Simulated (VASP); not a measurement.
A run of VASP 6.6.1 is set up as follows.

POSCAR

```
TiSe2                                   
1.0
    3.4745717031      0.0000000000      0.0000000000
   -1.7372858516      3.0090673643      0.0000000000
    0.0000000000      0.0000000000     21.0644416000
  Se              Ti            
     2     1
Direct
     0.6666666699999979    0.3333333300000021    0.4253316808947432
     0.3333333300000021    0.6666666699999979    0.5746683191052568
     0.0000000000000000    0.0000000000000000    0.5000000000000000
```

The input INCAR.step1:

```
PREC     = Accurate       # precision mode
ENCUT    = 520            # plane-wave cutoff, eV
EDIFF    = 1E-5           # SCF threshold, eV
ISMEAR   = 0              # smearing method
SIGMA    = 0.03           # smearing width, eV
LREAL    = False          # projectors in reciprocal space
LASPH    = True           # aspherical terms in the spheres
NELM     = 80             # most SCF steps
ALGO     = Normal         # electronic algorithm
ISIF     = 2              # what is computed and relaxed
LWAVE    = True           # write WAVECAR
LCHARG   = False          # write CHGCAR
LMAXMIX  = 4              # l up to which the mixer works
LDIPOL   = True         
IDIPOL   = 3            
DIPOL    = 0.5 0.5 0.500
NBANDS   = 19             # bands
LVHAR    = True         
LVACPOTAV= True         
KPAR     = 4            
GGA      = PE             # functional
```

INCAR.step2

```
PREC     = Accurate       # precision mode
ENCUT    = 520            # plane-wave cutoff, eV
EDIFF    = 1E-7           # SCF threshold, eV
ISMEAR   = 0              # smearing method
SIGMA    = 0.03           # smearing width, eV
LREAL    = False          # projectors in reciprocal space
LASPH    = True           # aspherical terms in the spheres
NELM     = 80             # most SCF steps
ALGO     = Normal         # electronic algorithm
ISIF     = 2              # what is computed and relaxed
LWAVE    = False          # write WAVECAR
LCHARG   = False          # write CHGCAR
LMAXMIX  = 4              # l up to which the mixer works
LDIPOL   = True         
IDIPOL   = 3            
DIPOL    = 0.5 0.5 0.500
GGA      = PE             # functional
LHFCALC  = True           # exact exchange
AEXX     = 0.25           # exact-exchange fraction
PRECFOCK = Fast         
HFRCUT   = -1           
NBANDS   = 19             # bands
LVHAR    = True         
LVACPOTAV= True         
KPAR     = 4            
ISTART   = 1
```

Contents of KPOINTS:

```
regular mesh
0
Gamma
  9 9 1
```

KPOINTS_OPT

```
explicit points
3
Reciprocal
 0.0000000000  0.0000000000  0.0000000000 1
 0.5000000000  0.0000000000  0.0000000000 1
 0.3333333300  0.3333333300  0.0000000000 1
```

Potentials or basis: VASP PAW PBE potentials, release 64 (Se, Ti_sv).

Launch:

```console
$ cat potpaw_PBE.64/Se/POTCAR potpaw_PBE.64/Ti_sv/POTCAR > POTCAR
$ cp INCAR.step1 INCAR
$ mpirun -np 4 vasp_std > vasp.out
$ cp INCAR.step2 INCAR
$ mpirun -np 4 vasp_std > vasp.out
```

Task: Estimate the band gap on the k mesh.

Result: 0.35 eV, indirect (least direct gap 0.92 eV).

Task: What does it give for the band gap along the path?

Result: 0.32 eV, indirect (least direct gap 0.92 eV).

Task: What does it give for the largest force?

Result: 0.453 eV/Å.

Forces on the atoms (eV/Å):
```
Se   0.000  0.000  0.453
Se   0.000  0.000 -0.453
Ti   0.000  0.000  0.000
```

Caveat: the PAW data sets were made with another functional, which shifts forces and pressure a little.
